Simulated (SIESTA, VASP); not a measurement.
This is a calculation of SrCl2 for SIESTA 5.4.2. 

The input SrCl2.fdf:

```
SystemName                      SrCl2
SystemLabel                     SrCl2
NumberOfSpecies                 2
NumberOfAtoms                   3
%block ChemicalSpeciesLabel
  1  38 Sr
  2  17 Cl
%endblock ChemicalSpeciesLabel

LatticeConstant                 1.0 Ang
%block LatticeVectors
     0.0000000000     3.4883500000     3.4883500000
     3.4883500000     0.0000000000     3.4883500000
     3.4883500000     3.4883500000     0.0000000000
%endblock LatticeVectors
AtomicCoordinatesFormat         Fractional
%block AtomicCoordinatesAndAtomicSpecies
     0.0000000000     0.0000000000     0.0000000000  1  Sr
     0.7500000000     0.7500000000     0.7500000000  2  Cl
     0.2500000000     0.2500000000     0.2500000000  2  Cl
%endblock AtomicCoordinatesAndAtomicSpecies

%block kgrid.MonkhorstPack
    7   0   0  0.0
    0   7   0  0.0
    0   0   7  0.0
%endblock kgrid.MonkhorstPack
XC.Functional                   GGA
XC.Authors                      PBEsol
PAO.BasisSize                   DZP
PAO.EnergyShift                 0.003 Ry
Mesh.Cutoff                     800 Ry
OccupationFunction              FD
ElectronicTemperature           0.05 eV
MaxSCFIterations                120
SCF.MustConverge                false
SCF.Mixer.Method                Pulay
SCF.Mixer.Weight                0.25
SCF.Mixer.History               8
SCF.DM.Tolerance                5.0e-05
SCF.H.Tolerance                 1.0e-03 eV
WriteForces                     true
Charge.Mulliken                 end
Charge.Hirshfeld                end
Charge.Voronoi                  end
SaveRho                         true
SaveElectrostaticPotential      true
%block PAO.Basis
  Sr 5
  n=4 0 2
    3.897 0.000
  n=5 0 2
    9.500 0.000
  n=4 1 2
    4.631 0.000
  n=5 1 1
    9.500
  n=4 2 1
    7.000
%endblock PAO.Basis
```

Potentials or basis: PseudoDojo 0.4 standard (PBEsol files), converted to PSML, two zetas on semicore shells, DZP (energy shift 0.003 Ry; two zetas on semicore shells; d shell added on Sr).

Run with:

```bash
$ siesta SrCl2.fdf > SrCl2.out 2>&1
```

Problem. What does the same run look like in VASP 6.6.1? Potentials or basis there: PBE PAW files Cl, Sr_sv, 520 eV.

Solution. As run (cutoffs and basis follow the program's own potentials, and thresholds, step limits or extra output files can differ):

The input INCAR:

```
SYSTEM = SrCl2
PREC = Accurate
ENCUT = 520
EDIFF = 1E-7
ISMEAR = -1
SIGMA = 0.05
LREAL = .FALSE.
LASPH = .TRUE.
NELM = 100
ALGO = Normal
ISIF = 2
LWAVE = .FALSE.
LCHARG = .FALSE.
GGA = PS
NBANDS = 19
```

File KPOINTS:

```
regular mesh
0
G
  7 7 7
  0 0 0
```

Contents of POSCAR:

```
SrCl2
1.0
    0.0000000000      3.4883500000      3.4883500000
    3.4883500000      0.0000000000      3.4883500000
    3.4883500000      3.4883500000      0.0000000000
Sr Cl
1 2
Direct
    0.0000000000      0.0000000000      0.0000000000
    0.7500000000      0.7500000000      0.7500000000
    0.2500000000      0.2500000000      0.2500000000
```

Potentials or basis: VASP PAW PBE potentials, release 64 (Sr_sv, Cl).

Launch:

```console
$ cat potpaw_PBE.64/Sr_sv/POTCAR potpaw_PBE.64/Cl/POTCAR > POTCAR
$ mpirun -np 1 vasp_std > vasp.out
```

Both were run:

|  | SIESTA | VASP |
| --- | --- | --- |
| Pressure | -0.8 GPa | -0.9 GPa |

VASP's potentials were made for PBE.

Pressure is positive in compression.
